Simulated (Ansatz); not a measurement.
**Si2Mo: band structure with HSE06**

The system is Si2Mo.

```
Mo Si
1.0
    -1.60000    1.60000    3.93050
     1.60000   -1.60000    3.93050
     1.60000    1.60000   -3.93050
Mo Si
1 2
Direct
  0.00000 0.00000 0.00000
  0.66700 0.66700 0.00000
  0.33300 0.33300 0.00000
```

| Item | Value |
| --- | --- |
| Program | Ansatz 0.2.0 |
| Task | band structure |
| Functional | HSE06 |
| Potentials or basis | Ansatz PAW |
| Cutoff | 420 eV (not typed: the program's choice for these potentials) |
| k mesh | 8 × 8 × 8 |
| Occupations | fermi-dirac, width 0.05 eV |
| Spin | no spin polarisation |
| Path | [["G", "X", "Y", "S", "G", "Z", "S1", "N", "P", "Y1", "Z"], ["X", "P"]] |
| Points for each segment of the path | 4 |

```
Pressure               : -3.6 GPa
Largest force          : 0.512 eV/Å
Band gap on the k mesh : none (metal or under the smearing width)
```

Forces in eV/Å, atoms in the order of the input:
```
Mo   0.000  0.000  0.000
Si   0.000  0.000 -0.512
Si   0.000  0.000  0.512
```

Stress tensor (GPa, compression positive):
```
-2.64  0.00  0.00
 0.00 -2.64  0.00
 0.00  0.00 -5.61
```

Levels at the corners of the path, in eV from the Fermi level:
```csv
point,band 9,band 10,band 11,band 12,band 13,band 14
Γ,-3.19,-3.19,0.35,3.45,3.54,4.06
X,-5.18,-3.64,-1.53,3.15,3.41,3.42
Y,-4.42,-3.50,-2.11,2.28,2.46,3.25
S,-2.93,-2.79,-0.63,2.07,3.64,4.03
Γ,-3.19,-3.19,0.35,3.45,3.54,4.06
Z,-0.79,-0.79,-0.61,-0.61,0.54,5.18
S1,-2.93,-2.79,-0.63,2.07,3.64,4.03
N,-3.04,-3.00,-0.74,3.03,3.44,4.76
P,-3.27,-2.52,-2.52,0.53,3.15,4.52
Y1,-4.42,-3.50,-2.11,2.28,2.46,3.25
Z,-0.79,-0.79,-0.61,-0.61,0.54,5.18
X,-5.18,-3.64,-1.53,3.15,3.41,3.42
P,-3.27,-2.52,-2.52,0.53,3.15,4.52
```

Run time: 3.1 min on 1 × NVIDIA H100 80GB HBM3 with 2 threads of AMD EPYC 7R13 Processor (Zen 3), with other jobs on the host, peak memory 4 GiB.

Caveat: the PAW data sets come from PBE, with cores solved anew for the run's functional, which leaves a small shift of forces and pressure; the thresholds are loose for stress.
